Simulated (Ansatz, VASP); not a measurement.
One calculation of BN, two programs

```
B N
1.0
     0.00000    1.81300    1.81300
     1.81300    0.00000    1.81300
     1.81300    1.81300    0.00000
B N
1 1
Cartesian
  0.0000 0.0000 0.0000
  2.7700 2.6690 2.6690
```

Change from the starting cell: all N atoms moved +0.087 Å, as atom 2 towards its neighbour atom 1 (B) at 1.570 Å.

Alike in both runs: task single point; functional PBEsol; k mesh 12 × 12 × 12; occupations gaussian, width 0.05 eV; no spin polarisation.

|  | VASP | Ansatz |
| --- | --- | --- |
| version | VASP 6.6.1 | Ansatz 0.2.0 |
| potentials or method | VASP PAW PBE potentials, release 64 (B, N) | scalar-relativistic, plane waves, PAW |
| plane-wave cutoff (eV) | 520 | 420 |
| valence electrons in the cell | 8 | 8 |

```tsv
	VASP	Ansatz	Ansatz less VASP
gap on the k mesh at the Fermi level (eV)	3.76	3.78	+0.012
least direct gap on the mesh (eV)	7.92	7.92	+0.006
pressure (GPa)	-3.2	-3.8	-0.53
largest component of the traceless stress (GPa)	2.94	2.78	-0.154
rms of the force components (eV/Å)	1.444	1.436	-0.0082
```

Atom by atom the forces differ by 0.008 eV/Å (rms over components).

Caveats: the PAW data sets were made with another functional, which shifts forces and pressure a little (VASP). A k mesh can miss the band edges.
